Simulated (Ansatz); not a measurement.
Starting structure of a cell relaxation (symmetry kept):

```xyz
2
Lattice="0.0000 2.5648 2.5648 2.5648 0.0000 2.5648 2.5648 2.5648 0.0000" Properties=species:S:1:pos:R:3 pbc="T T T"
Li    0.0000    0.0000    0.0000
Cl    2.5648    2.5648    2.5648
```

Method: DFT PBE, scalar-relativistic, plane waves, PAW in Ansatz.

Plane waves to 420 eV, a k mesh through Γ of 8×8×8 on the computed 2-atom cell and Gaussian smearing (0.02 eV); no spin polarisation.

**Question.** What does it relax to?

**Answer.** The volume goes up by 0.21 Å³/atom to 17.08 Å³/atom, and the energy falls by 0.3 meV/atom. Final structure:
```xyz
2
Lattice="0.0000 2.5751 2.5751 2.5751 0.0000 2.5751 2.5751 2.5751 0.0000" Properties=species:S:1:pos:R:3 pbc="T T T"
Li    0.0000    0.0000    0.0000
Cl    2.5751    2.5751    2.5751
```